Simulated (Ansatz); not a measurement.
# AlN: the cell at several levels of theory, part 2 of 2

The system is AlN, 4H polytype, a generated structure that needn't be the ground state.

Ansatz 0.2.0, plane waves. The steps go on from the part before.

**3. Relaxing with r2SCAN**

The cell of step 2 is the starting point.

input.yaml

```yaml
crystal:
  lattice:
    - [3.1206867652, 0.0, 0.0]
    - [-1.5603433826, 2.7025940159, 0.0]
    - [0.0, 0.0, 10.1114287794]
  atoms:
    - { symbol: Al, position: [0.0, 0.0, -0.0012519072] }
    - { symbol: Al, position: [0.3333333333, 0.6666666667, 0.2498316789] }
    - { symbol: Al, position: [0.0, 0.0, 0.4987480928] }
    - { symbol: Al, position: [0.6666666667, 0.3333333333, 0.7498316789] }
    - { symbol: "N", position: [0.0, 0.0, 0.1882172311] }
    - { symbol: "N", position: [0.3333333333, 0.6666666667, 0.4382029972] }
    - { symbol: "N", position: [0.0, 0.0, 0.6882172311] }
    - { symbol: "N", position: [0.6666666667, 0.3333333333, 0.9382029972] }
kpoints:
  mp_grid: { grid: [12, 12, 2] }
hamiltonian:
  xc: r2scan
scf:
  occupations: { method: fermi_dirac, width: 0.02 }
relax:
  f_tol: 0.005
  cell: {}
output:
  write_density: true
  write_potential: true
  elf: true
  volumetric_format: npy
```

On the command line:

```console
ansatz run input.yaml --threads 2 --pin off --max-ram 20275MiB --backend cpu --events-out ev --progress --plain --runs-dir out
```

Standard output:

```text
Engine: ansatz 0.2.0, x86_64-unknown-linux-gnu
Pseudopotentials: kind: paw
Pseudopotential: Al, paw, valence charge 3, recommended cutoff 500 eV (meta_gga), Al.paw.azcp
Pseudopotential: N, paw, valence charge 5, recommended cutoff 500 eV (meta_gga), N.paw.azcp
Functional definition: r2SCAN
  parameter k0 = 0.174
  parameter k1 = 0.065
  parameter a1 = 4.9479
  exchange = r2scan_x(k0 = k0, k1 = k1, a1 = a1)
  correlation = r2scan_c
Crystal: 8 atoms, lattice volume = 85.279 Å³
Basis set: ecut = 500 eV, 2161 PW (Γ), exchange–correlation on 96×96×300 points (64 copies of the dense FFT grid, shifted against one another)
Bands: 24, of which v1, the nominal top of the filled ones, is band 16 counted from 1 (15 counted from 0)
Symmetry: 12 space group operations
Space group: P63mc (ITA 186), of the structure as read, at distance tolerance 4.4e-5 Å
k-points: 38 of 288
Non-local potential: Al, projectors of the file, l = 0: 2, l = 1: 2, l = 2: 1
Non-local potential: N, projectors of the file, l = 0: 2, l = 1: 2, l = 2: 1
PAW form: soft (Blöchl's): semilocal exchange-correlation on the pseudo side does not see the compensation charge
PAW frozen core: Al, regenerated for the run's functional (the file was generated under x = pbe(κ = 0.804, μ = 0.2195149727645171), c = pbe(β = 0.06672455060314922))
PAW frozen core: N, regenerated for the run's functional (the file was generated under x = pbe(κ = 0.804, μ = 0.2195149727645171), c = pbe(β = 0.06672455060314922))
PAW one-centre angular grid: Al, 302 points (default); XC on 160 Gauss nodes
PAW one-centre angular grid: N, 302 points (default); XC on 160 Gauss nodes
Initial density: superposition of atomic densities (neutral atoms: chi_scale 0, normalization atom), corrected by the library's trained network
Initial wavefunctions: pseudopotential atomic-orbital guess
Functional: x = r2scan, c = r2scan; τ floored in thin density (d = 2e-4 eV/Å³)
SCF iter   1: F=—  HF=-3713.539517 eV  |F-HF|=—  |Δ(HF+E_count)|=         —  Δρ=6.72e-3  dr2=4.00e-2  dr2_τ=5.88e-1  ethr=1.77e-3  ⟨swp⟩=7.3  Hψ=5252  notcnv=0  defer=2
preconditioner: auto → none  [insulator: Δε(μ)=4.566 eV  Ē_g=14.068 eV  σ=0.020 eV  W_gap=1.00  n_scr=6 (ndim 8)  ℏωp=22.7 eV  f_vac=0.000  D(μ)=0.00/eV (n_scr^D=0)  ε∞_Penn≈3.6]
SCF iter   2: F=—  HF=-3713.812566 eV  |F-HF|=—  |Δ(HF+E_count)|=   2.73e-1  Δρ=4.53e-3  dr2=7.86e-3  dr2_τ=7.15e-4  ethr=1.25e-4  ⟨swp⟩=3.0  Hψ=2186  notcnv=0  defer=123
SCF iter   3: F=—  HF=-3713.811769 eV  |F-HF|=—  |Δ(HF+E_count)|=   7.98e-4  Δρ=9.09e-4  dr2=5.53e-4  dr2_τ=1.47e-4  ethr=2.46e-5  ⟨swp⟩=2.0  Hψ=970  notcnv=0  defer=123
SCF iter   4: F=—  HF=-3713.811698 eV  |F-HF|=—  |Δ(HF+E_count)|=   7.04e-5  Δρ=2.93e-4  dr2=9.34e-5  dr2_τ=7.31e-6  ethr=1.73e-6  ⟨swp⟩=2.0  Hψ=1316  notcnv=0  defer=123
SCF iter   5: F=—  HF=-3713.811674 eV  |F-HF|=—  |Δ(HF+E_count)|=   2.46e-5  Δρ=7.86e-5  dr2=4.85e-6  dr2_τ=3.22e-7  ethr=2.92e-7  ⟨swp⟩=2.4  Hψ=1248  notcnv=0  defer=123
SCF iter   6: F=—  HF=-3713.811673 eV  |F-HF|=—  |Δ(HF+E_count)|=   9.66e-7  Δρ=3.03e-5  dr2=9.24e-7  dr2_τ=6.35e-8  ethr=1.52e-8  ⟨swp⟩=2.0  Hψ=1341  notcnv=0  defer=123
SCF iter   7: F=—  HF=-3713.811673 eV  |F-HF|=—  |Δ(HF+E_count)|=   1.27e-8  Δρ=1.18e-5  dr2=1.37e-7  dr2_τ=2.83e-9  ethr=2.89e-9  ⟨swp⟩=2.1  Hψ=1378  notcnv=0  defer=123
SCF iter   8: F=-3713.811673 eV  HF=-3713.811673 eV  |F-HF|=1.98e-10  |Δ(HF+E_count)|=   1.01e-8  Δρ=1.87e-6  dr2=1.42e-9  dr2_τ=1.37e-10  ethr=3.13e-10  ⟨swp⟩=7.0  Hψ=4523  notcnv=0
SCF 1 converged in 8 iterations: F = -3713.811673 eV  dr2 = 1.42e-9
relax step   1: F+E_penalty+E_count = -3713.81167288 eV  Δ(F+E_penalty+E_count) = +0.000e0 eV  max|allowed force component| = 6.598e-3 eV/Å  Δτ_max = 0.0000 Å  P = -4.599 GPa  Ω = 85.279 Å³  (8 SCF iters, dr2 threshold 1.00e-7 eV, accepted)
Crystal: 8 atoms, lattice volume = 84.249 Å³
Basis set: ecut = 500 eV, 2149 PW (Γ), exchange–correlation on 96×96×300 points (64 copies of the dense FFT grid, shifted against one another)
Initial density: handed on by an earlier stage of this run
Initial wavefunctions: those handed on with the density
iter 1 solved again at ethr=1.92e-5 eV; its pass at ethr=3.10e-3 eV (dr2=6.13e-3 eV) is discarded
SCF iter   1: F=—  HF=-3713.833941 eV  |F-HF|=—  |Δ(HF+E_count)|=         —  Δρ=2.55e-3  dr2=6.35e-3  dr2_τ=3.18e-3  ethr=1.92e-5  ⟨swp⟩=2.1  Hψ=4570  notcnv=0
preconditioner: auto → none  [insulator: Δε(μ)=4.684 eV  Ē_g=14.136 eV  σ=0.020 eV  W_gap=1.00  n_scr=6 (ndim 8)  ℏωp=22.9 eV  f_vac=0.000  D(μ)=0.00/eV (n_scr^D=0)  ε∞_Penn≈3.6]
SCF iter   2: F=—  HF=-3713.833918 eV  |F-HF|=—  |Δ(HF+E_count)|=   2.33e-5  Δρ=9.18e-4  dr2=3.86e-4  dr2_τ=2.74e-4  ethr=1.92e-5  ⟨swp⟩=2.0  Hψ=1795  notcnv=0
SCF iter   3: F=—  HF=-3713.833863 eV  |F-HF|=—  |Δ(HF+E_count)|=   5.49e-5  Δρ=2.73e-4  dr2=4.78e-5  dr2_τ=2.66e-6  ethr=1.21e-6  ⟨swp⟩=2.0  Hψ=1372  notcnv=0
SCF iter   4: F=—  HF=-3713.833863 eV  |F-HF|=—  |Δ(HF+E_count)|=   4.12e-7  Δρ=5.79e-5  dr2=2.01e-6  dr2_τ=2.05e-7  ethr=1.49e-7  ⟨swp⟩=2.0  Hψ=1520  notcnv=0
SCF iter   5: F=-3713.833863 eV  HF=-3713.833863 eV  |F-HF|=1.59e-7  |Δ(HF+E_count)|=   4.19e-7  Δρ=1.67e-5  dr2=2.30e-7  dr2_τ=1.40e-8  ethr=2.50e-9  ⟨swp⟩=8.0  Hψ=5204  notcnv=0
SCF 2 converged in 5 iterations: F = -3713.833863 eV  dr2 = 2.30e-7
relax step   2: F+E_penalty+E_count = -3713.83386254 eV  Δ(F+E_penalty+E_count) = -2.219e-2 eV  max|allowed force component| = 5.168e-3 eV/Å  Δτ_max = 0.0001 Å  P = -2.200 GPa  Ω = 84.249 Å³  energy of the carried Pulay correction = +2.436e-4 eV  (5 SCF iters, dr2 threshold 8.00e-7 eV, accepted)
Crystal: 8 atoms, lattice volume = 83.325 Å³
Basis set: ecut = 500 eV, 2137 PW (Γ), exchange–correlation on 96×96×300 points (64 copies of the dense FFT grid, shifted against one another)
iter 1 solved again at ethr=1.58e-5 eV; its pass at ethr=3.10e-3 eV (dr2=5.06e-3 eV) is discarded
SCF iter   1: F=—  HF=-3713.840348 eV  |F-HF|=—  |Δ(HF+E_count)|=         —  Δρ=2.33e-3  dr2=5.24e-3  dr2_τ=2.64e-3  ethr=1.58e-5  ⟨swp⟩=2.0  Hψ=4567  notcnv=0
preconditioner: auto → none  [insulator: Δε(μ)=4.699 eV  Ē_g=14.225 eV  σ=0.020 eV  W_gap=1.00  n_scr=6 (ndim 8)  ℏωp=23.0 eV  f_vac=0.000  D(μ)=0.00/eV (n_scr^D=0)  ε∞_Penn≈3.6]
SCF iter   2: F=—  HF=-3713.840321 eV  |F-HF|=—  |Δ(HF+E_count)|=   2.75e-5  Δρ=8.26e-4  dr2=3.05e-4  dr2_τ=2.23e-4  ethr=1.58e-5  ⟨swp⟩=2.0  Hψ=1795  notcnv=0
SCF iter   3: F=—  HF=-3713.840280 eV  |F-HF|=—  |Δ(HF+E_count)|=   4.08e-5  Δρ=2.49e-4  dr2=3.86e-5  dr2_τ=2.22e-6  ethr=9.54e-7  ⟨swp⟩=2.0  Hψ=1372  notcnv=0
SCF iter   4: F=—  HF=-3713.840280 eV  |F-HF|=—  |Δ(HF+E_count)|=   2.14e-7  Δρ=5.47e-5  dr2=1.80e-6  dr2_τ=1.90e-7  ethr=1.21e-7  ⟨swp⟩=2.0  Hψ=1520  notcnv=0
SCF iter   5: F=-3713.840279 eV  HF=-3713.840280 eV  |F-HF|=2.56e-7  |Δ(HF+E_count)|=   3.31e-7  Δρ=2.11e-5  dr2=3.65e-7  dr2_τ=2.46e-8  ethr=2.50e-9  ⟨swp⟩=8.0  Hψ=5177  notcnv=0
SCF 3 converged in 5 iterations: F = -3713.840279 eV  dr2 = 3.65e-7
relax step   3: F+E_penalty+E_count = -3713.84027935 eV  Δ(F+E_penalty+E_count) = -6.417e-3 eV  max|allowed force component| = 1.066e-3 eV/Å  Δτ_max = 0.0002 Å  P = +0.074 GPa  Ω = 83.325 Å³  energy of the carried Pulay correction = +4.645e-4 eV  (5 SCF iters, dr2 threshold 8.00e-7 eV, accepted)
Crystal: 8 atoms, lattice volume = 83.355 Å³
iter 1 solved again at ethr=2.64e-8 eV; its pass at ethr=3.10e-3 eV (dr2=8.44e-6 eV) is discarded
SCF iter   1: F=—  HF=-3713.840280 eV  |F-HF|=—  |Δ(HF+E_count)|=         —  Δρ=9.62e-5  dr2=8.67e-6  dr2_τ=3.25e-6  ethr=2.64e-8  ⟨swp⟩=1.0  Hψ=4195  notcnv=0
preconditioner: auto → none  [insulator: Δε(μ)=4.668 eV  Ē_g=14.201 eV  σ=0.020 eV  W_gap=1.00  n_scr=6 (ndim 8)  ℏωp=23.0 eV  f_vac=0.000  D(μ)=0.00/eV (n_scr^D=0)  ε∞_Penn≈3.6]
SCF iter   2: F=—  HF=-3713.840279 eV  |F-HF|=—  |Δ(HF+E_count)|=   7.77e-7  Δρ=3.26e-5  dr2=4.98e-7  dr2_τ=3.69e-7  ethr=2.64e-8  ⟨swp⟩=2.0  Hψ=1482  notcnv=0
SCF iter   3: F=—  HF=-3713.840279 eV  |F-HF|=—  |Δ(HF+E_count)|=   9.52e-8  Δρ=9.10e-6  dr2=5.01e-8  dr2_τ=2.60e-9  ethr=1.56e-9  ⟨swp⟩=2.0  Hψ=1405  notcnv=0
SCF iter   4: F=-3713.840279 eV  HF=-3713.840279 eV  |F-HF|=6.88e-9  |Δ(HF+E_count)|=   4.62e-9  Δρ=3.16e-6  dr2=8.33e-9  dr2_τ=9.29e-10  ethr=4.94e-11  ⟨swp⟩=6.3  Hψ=4113  notcnv=0
SCF 4 converged in 4 iterations: F = -3713.840279 eV  dr2 = 8.33e-9
relax step   4: F+E_penalty+E_count = -3713.84027881 eV  Δ(F+E_penalty+E_count) = +5.389e-7 eV  max|allowed force component| = 3.843e-4 eV/Å  Δτ_max = 0.0000 Å  P = -0.003 GPa  Ω = 83.355 Å³  energy of the carried Pulay correction = +4.574e-4 eV  (4 SCF iters, dr2 threshold 1.58e-8 eV, accepted)
Initial wavefunctions: pseudopotential atomic-orbital guess (no wavefunctions were taken with the density)
iter 1 solved again at ethr=2.67e-8 eV; its pass at ethr=3.10e-3 eV (dr2=8.54e-6 eV) is discarded
SCF iter   1: F=—  HF=-3713.839788 eV  |F-HF|=—  |Δ(HF+E_count)|=         —  Δρ=4.03e-5  dr2=1.34e-7  dr2_τ=4.11e-7  ethr=2.67e-8  ⟨swp⟩=3.1  Hψ=8008  notcnv=0
preconditioner: auto → none  [insulator: Δε(μ)=4.669 eV  Ē_g=14.202 eV  σ=0.020 eV  W_gap=1.00  n_scr=6 (ndim 8)  ℏωp=23.0 eV  f_vac=0.000  D(μ)=0.00/eV (n_scr^D=0)  ε∞_Penn≈3.6]
SCF iter   2: F=—  HF=-3713.839788 eV  |F-HF|=—  |Δ(HF+E_count)|=   4.91e-7  Δρ=2.01e-5  dr2=3.42e-8  dr2_τ=4.57e-8  ethr=4.20e-10  ⟨swp⟩=2.0  Hψ=1518  notcnv=0
SCF iter   3: F=—  HF=-3713.839789 eV  |F-HF|=—  |Δ(HF+E_count)|=   1.10e-7  Δρ=5.47e-6  dr2=1.67e-8  dr2_τ=2.91e-9  ethr=1.07e-10  ⟨swp⟩=2.0  Hψ=1520  notcnv=0
SCF iter   4: F=—  HF=-3713.839789 eV  |F-HF|=—  |Δ(HF+E_count)|=  3.23e-10  Δρ=8.05e-7  dr2=2.53e-10  dr2_τ=8.34e-11  ethr=5.23e-11  ⟨swp⟩=2.2  Hψ=1399  notcnv=0
SCF iter   5: F=-3713.839789 eV  HF=-3713.839789 eV  |F-HF|=3.64e-11  |Δ(HF+E_count)|=  1.58e-10  Δρ=4.04e-7  dr2=3.60e-11  dr2_τ=1.62e-11  ethr=1.00e-12  ⟨swp⟩=5.4  Hψ=3618  notcnv=0
SCF 5 converged in 5 iterations: F = -3713.839789 eV  dr2 = 3.60e-11
relax step   5: F+E_penalty+E_count = -3713.83978855 eV  Δ(F+E_penalty+E_count) = +4.903e-4 eV  max|allowed force component| = 3.695e-4 eV/Å  Δτ_max = 0.0000 Å  P = +0.002 GPa  Ω = 83.355 Å³  stress off target by 2.72e-3 GPa  SCF on the basis re-selected at this cell (its energy is not comparable with the rows above)  (5 SCF iters)
basis re-selected at this cell: Δ(F+E_penalty+E_count) = +4.903e-4 eV, ΔP = +0.005 GPa vs the last step (what re-selecting the basis moved, of the pressure what is left beyond the Pulay correction that the steps carried, after the strain that the cell walked since its last selection, with what the two solves' SCF thresholds leave and, on support functions, any second-order correction that the steps lacked; it is no measure of the basis error at this ecutwfc). This SCF's stress stands 2.72e-3 GPa from its target on what of the cell is left free (relax.cell.stress_tol is 5.00e-2 GPa) and its largest allowed force component is 3.69e-4 eV/Å (relax.f_tol is 5.00e-3 eV/Å): within both
SCF converged after 5 iterations
Free energy (F): -3713.839789 eV
Harris-Foulkes:  -3713.839789 eV  (|F-HF|=3.64e-11)
Internal energy: -3713.839789 eV  (E = F + TS)
E sigma→0 (E₀):  -3713.839789 eV
Fermi energy:    9.125680 eV
--- Per-component energies (eV) ---
  E_band       = 45.869213
  E_kinetic    = 642.224344
  E_local      = -895.780988  (includes V_loc(G=0)·N_el)
  E_nonlocal   = 217.160007
  E_hartree    = 313.728893
  E_xc         = -395.457159
  E_vxc        = -476.679470  (∫ρ·V_xc dr)
  E_paw        = -2409.870369  (= ΣΔE_a)
  E_vpaw       = -94.098723  (= ΣTr[D̂ρ^β])
  E_aug_tail   = 0.000066  (compensation charges beyond the density's cutoff)
  E_vtau       = 25.586133  (kinetic-family band-sum trace: ∫τ·v_τ [+ j·A + Jᵃ·Aᵃ] dr)
  E_ewald      = -1185.485891
  E_core_change = -0.358691  (= ΣΔE_core)
  E_smearing   = -0.000000  (= −TS)
  E_closure    = -0.000000  (closes the sum)
  Σ components = -3713.839789   (vs F -3713.839789, Δ=0.00e0)
--- Forces (eV/Å), atoms counted from 1 ---
  atom   1  Al    -0.00000000     0.00000000    -0.00021446
  atom   2  Al     0.00000000     0.00000000    -0.00021836
  atom   3  Al    -0.00000000    -0.00000000    -0.00021446
  atom   4  Al     0.00000000    -0.00000000    -0.00021836
  atom   5  N      0.00000000    -0.00000000     0.00049705
  atom   6  N     -0.00000000    -0.00000000     0.00051406
  atom   7  N     -0.00000000     0.00000000     0.00049705
  atom   8  N      0.00000000     0.00000000     0.00051406
  max |Σ_I F_I| component: 1.16e-3 eV/Å
--- Stress (GPa, compression-positive) ---
        0.001803      -0.000000      -0.000000
       -0.000000       0.001803      -0.000000
       -0.000000      -0.000000       0.002717
  P = ⅓ Tr σ = 0.0021 GPa (0.021 kbar)
--- Band table (eV; the first three rows and the last of 38) ---
  k-point 0: bands = ["-9.0505", "-8.2070", "-8.1690", "-6.9998", "0.8248", "3.4329", "3.5051", "6.1281", "6.1281", "6.3677", "6.3677", "6.4349", "6.4349", "6.6972", "6.6972", "6.7943", "11.6533", "13.8735", "14.1486", "14.6692", "17.9391", "18.1260", "18.7147", "18.7147"]
  k-point 1: bands = ["-8.8192", "-8.8192", "-7.4013", "-7.4013", "1.6064", "1.6064", "5.6067", "5.6067", "6.2047", "6.2047", "6.2047", "6.2047", "6.6093", "6.6093", "6.6093", "6.6093", "12.6120", "12.6120", "14.6277", "14.6277", "17.9214", "17.9214", "19.0101", "19.0101"]
  k-point 2: bands = ["-8.9606", "-8.1295", "-8.0914", "-6.9481", "0.9341", "3.4177", "3.4943", "5.7257", "6.0005", "6.0665", "6.1255", "6.3019", "6.3219", "6.3562", "6.6876", "6.7596", "12.0817", "14.0821", "14.3604", "15.0381", "17.2044", "17.4640", "18.4906", "18.9647"]
  k-point 37: bands = ["-6.5769", "-6.5769", "-6.5496", "-6.5496", "2.0323", "2.0323", "2.4576", "2.4576", "3.0441", "3.0441", "3.4955", "3.4955", "5.3636", "5.3636", "5.4918", "5.4918", "13.1102", "13.1102", "15.1824", "15.1824", "16.3376", "16.3376", "17.8647", "17.8647"]
--- Relaxed structure (4 steps of the walk, 4 accepted, 1 SCFs on fresh bases) ---
  F+E_penalty+E_count = -3713.83978855 eV   max|allowed force component| = 3.695e-4 eV/Å   (the final SCF, on the basis selected at the relaxed cell)
  cell:  # Å, volume = 83.3548 Å³
    - [3.097164099907499, 8.705134865778463e-19, -4.466163048838105e-33]
    - [-1.5485820499537495, 2.682222790209059, -2.7531915782943293e-33]
    - [-1.447094597549684e-32, -1.865553799643669e-32, 10.033947120385449]
  atoms:
    - { symbol: Al, position: [-1.0813443841592693e-33, -4.2712825293851465e-33, -0.0012653835459055997] }
    - { symbol: Al, position: [0.3333333333333333, 0.6666666666666667, 0.24983927026801703] }
    - { symbol: Al, position: [1.6970927798121334e-33, 3.4250430292984114e-33, 0.49873461645409445] }
    - { symbol: Al, position: [0.6666666666666667, 0.33333333333333337, 0.749839270268017] }
    - { symbol: N, position: [-4.740768565070277e-34, -1.0407261220364919e-33, 0.18821056588836263] }
    - { symbol: N, position: [0.3333333333333333, 0.6666666666666667, 0.4382155473895258] }
    - { symbol: N, position: [1.2636880307284815e-34, 8.596011764038924e-34, 0.6882105658883627] }
    - { symbol: N, position: [0.6666666666666667, 0.33333333333333337, 0.9382155473895257] }
```

Wall time 20 s (2 threads of AMD EPYC 7R13 (Zen 3), shared host); peak memory 0.71 GiB.

The steps:

```
step  energy change (meV/atom)  largest force (eV/Å)  pressure (GPa)  volume (Å³/atom)
   1                       0.0                0.0066           -4.60            10.660
   2                      -2.8                0.0052           -2.20            10.531
   3                      -3.6                0.0011            0.07            10.416
   4                      -3.6                0.0004            0.00            10.419
   5                      -3.5                0.0004            0.00            10.419
```

Step 5 solves the same cell on a plane-wave basis chosen anew, so the energy can jump there without a move.

The table lists every geometry solved, with passes on a fresh basis, whose energies don't compare exactly with the rows above.

|  | before | after | change |
| --- | --- | --- | --- |
| a (Å) | 3.121 | 3.097 | -0.75 % |
| c (Å) | 10.111 | 10.034 | -0.77 % |
| volume (Å³/atom) | 10.660 | 10.419 | -2.26 % |
| shortest distance (Å) | 1.903 | 1.888 | -0.76 % |
| space group | P6_3mc | P6_3mc | same |

Density in a lattice plane of the grid's cell (edges 3.10 and 10.03 Å, at 0.000 of the third edge), which holds Al and N.

Ten even steps from ' ' (0.05 e/Å³) to '@' (3.52 e/Å³):
```
      ......    
        ..      
                
                
==::..      ..::
@@%%::      ::%%
%%++..      ..++
::..          ..
                
                
      ......    
        ..      
                
                
==::..      ..::
@@%%::      ::%%
%%++..      ..++
::..          ..
                
                
```
Columns run along the first of these edges and rows up along the second, over one cell in 8 and 20 even steps from the bottom left corner. Atoms in the plane (fractional): Al at (1.00, 1.00), Al at (0.00, 0.50), N at (1.00, 0.19), N at (0.00, 0.69).

ELF in the same plane.

Ten even steps from ' ' (0.00) to '@' (0.88):
```
    ##%%%%%%##  
  ..++######++..
    ..--++--..  
++==--......--==
%%@@%%++..++%%@@
  ##@@**..**@@##
**%%%%==..==%%%%
@@@@**..  ..**@@
........::......
    ==######==  
    ##%%%%%%##  
  ..++######++..
    ..--++--..  
++==--......--==
%%@@%%++..++%%@@
  ##@@**..**@@##
**%%%%==..==%%%%
@@@@**..  ..**@@
::....::::::....
    ==######==  
```
Columns run along the first of these edges and rows up along the second, over one cell in 8 and 20 even steps from the bottom left corner. Atoms in the plane (fractional): Al at (1.00, 1.00), Al at (0.00, 0.50), N at (1.00, 0.19), N at (0.00, 0.69).

Both are smooth fields of the valence electrons: close to the nuclei they are not physical.

Maxima of ELF outside the ion cores: 0.89 on the N–Al line, 0.7 Å from N.

**4. All levels compared**

This closing draws on all 2 parts.

```
 level  a (Å)   c (Å)  volume (Å³/atom)  space group  SCF geometries
   PBE  3.121  10.111            10.660       P6_3mc              11
r2SCAN  3.097  10.034            10.419       P6_3mc               5
```

In words: From the start to the first minimum the volume moved by +20.5 %. The volume runs from r2SCAN (least) to PBE (most), a spread of 2.3 %, or 0.8 % in length if all axes shared it alike. The meshes differ: PBE 12×12×4, r2SCAN 12×12×2.
